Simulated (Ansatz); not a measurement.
Wanted: the native input for an Ansatz 0.2.0 run.

```yaml
Task: projected density of states
Functional: PBEsol
Potentials_or_basis: Ansatz PAW
Cutoff: "420 eV (not typed: the program's choice for these potentials)"
k_mesh: 9 × 9 × 5
Occupations: fermi-dirac, width 0.05 eV
Spin: no spin polarisation
```

HfC:

```
CELL_PARAMETERS angstrom
3.34287 0.00000 0.00000
-1.67143 2.89501 0.00000
0.00000 0.00000 5.20271
ATOMIC_POSITIONS crystal
Hf 0.33333 0.66667 0.25000
Hf 0.66667 0.33333 0.75000
C 0.00000 0.00000 0.50000
C 0.00000 0.00000 0.00000
```

The cell comes from a database or a generator and needn't be the stable form of this composition.

The input as run:

input.yaml

```yaml
crystal:
  lattice:
    - [3.3428660531, 0.0, 0.0]
    - [-1.6714330265, 2.8950069234, 0.0]
    - [0.0, 0.0, 5.202714]
  atoms:
    - { symbol: Hf, position: [0.3333333333, 0.6666666667, 0.25] }
    - { symbol: Hf, position: [0.6666666667, 0.3333333333, 0.75] }
    - { symbol: C, position: [0.0, 0.0, 0.5] }
    - { symbol: C, position: [0.0, 0.0, 0.0] }
hamiltonian:
  xc: pbesol
  pseudopotentials: { kind: paw }
kpoints:
  mp_grid: { grid: [9, 9, 5] }
scf:
  occupations: { method: fermi_dirac, width: 0.05 }
  n_extra_bands: 10
output:
  forces: true
  stress: true
  eigenvalues: true
  dos: { projected: true, de: 0.05, nscf_kmesh: { grid: [14, 14, 8] } }
```

Potentials or basis: Ansatz PAW.

Command:

```bash
$ ansatz run input.yaml --threads 2 --pin off --max-ram 5632MiB --backend cpu --events-out ev --progress --plain --runs-dir out
```

Results of the run:

| Quantity | Value |
| --- | --- |
| Pressure | -7.4 GPa |
| Band gap on the k mesh | none (metal or under the smearing width) |
| Density of states at the Fermi level | 0.46 states/eV per cell |

Caveat: the PAW data sets come from PBE, with cores solved anew for the run's functional, which leaves a small shift of forces and pressure.

Run time: 19 s on 2 threads of Intel(R) Xeon(R) Processor @ 2.50GHz (Skylake/Cascade Lake), with other jobs on the host, peak memory 0.4 GiB.
